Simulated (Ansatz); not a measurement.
A crystal relaxed with r2SCAN in Ansatz has space group P6_3mc (No. 186) and a = 4.197 Å, c = 5.622 Å.

```json
{"atom": "Pb", "site": "2b", "x": "0.3333", "y": "0.6667", "z": "0.9805"}
{"atom": "Xx", "site": "2b", "x": "0.3333", "y": "0.6667", "z": "0.3945"}
```

With r2SCAN the valence top lies at H and the conduction bottom at L–M (0.19 of the way from L), 1.95 eV higher; the smallest vertical gap, at H, is 2.34 eV. With HSE06 the valence top lies at H and the conduction bottom at L–M (0.19 of the way from L), 2.42 eV higher; the smallest vertical gap, at H, is 2.76 eV. Meshes: r2SCAN 12×12×4, HSE06 6×6×4. r2SCAN's ε∞ is 6.5 along x and y, 6.8 along z.

Task: Which element is Xx?
A. S
B. O
C. Te
D. Se

Result: B. Xx is O: wurtzite PbO. Around Pb lie 4 O at 2.33–2.47 Å; around O lie 4 Pb at 2.33–2.47 Å.

The cell comes from a prototype generator: it can be a known phase or a hypothetical one. Spin polarisation is off.

Spin-orbit coupling is left out; in compounds of Pb, Bi, Tl or Hg it can lower a gap by up to about 1 eV, split its edges or invert the bands.

Where an edge lies off the special points, it is a point of the mesh or the k point where a search put PBE's edge or least direct gap, reused for the other functionals, whose own edges may lie a little apart.

The meshes of the hybrids are coarse, so their gaps aren't converged to the digits shown.
